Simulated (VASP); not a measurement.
A run of VASP 6.6.1 is set up as follows.

Contents of INCAR:

```
PREC     = Accurate       # precision mode
ENCUT    = 520            # plane-wave cutoff, eV
EDIFF    = 1E-7           # SCF threshold, eV
ISMEAR   = 0              # smearing method
SIGMA    = 0.02           # smearing width, eV
LREAL    = F              # projectors in reciprocal space
LASPH    = T              # aspherical terms in the spheres
NELM     = 100            # most SCF steps
ALGO     = Normal         # electronic algorithm
ISIF     = 3              # what is computed and relaxed
LWAVE    = F              # write WAVECAR
LCHARG   = F              # write CHGCAR
GGA      = PS             # functional
IBRION   = 2              # ionic algorithm
NSW      = 80             # ionic steps
EDIFFG   = -0.002         # ionic threshold
```

KPOINTS

```
regular mesh
0
Gamma
  12 12 12
```

POSCAR

```
TiN                                     
1.0
    0.0000000000      2.1031001969      2.1031001969
    2.1031001969     -0.0000000000      2.1031001969
    2.1031001969      2.1031001969      0.0000000000
  Ti              N             
     1     1
Direct
     0.0000000000000000    0.0000000000000000    0.0000000000000000
     0.5000000000000000    0.5000000000000000    0.5000000000000000
```

Potentials or basis: VASP PAW PBE potentials, release 64 (Ti_sv, N).

Launch:

```console
$ cat potpaw_PBE.64/Ti_sv/POTCAR potpaw_PBE.64/N/POTCAR > POTCAR
$ mpirun -np 1 vasp_std > vasp.out
```

Task: Estimate the band gap on the k mesh.

Result: None (metal or under the smearing width).

Final structure:
```xyz
2
Lattice="0.0000 2.1031 2.1031 2.1031 0.0000 2.1031 2.1031 2.1031 0.0000" Properties=species:S:1:pos:R:3 pbc="T T T"
Ti    0.0000    0.0000    0.0000
N     2.1031    2.1031    2.1031
```

Caveat: the relaxation stopped at its first step, so nothing moved.
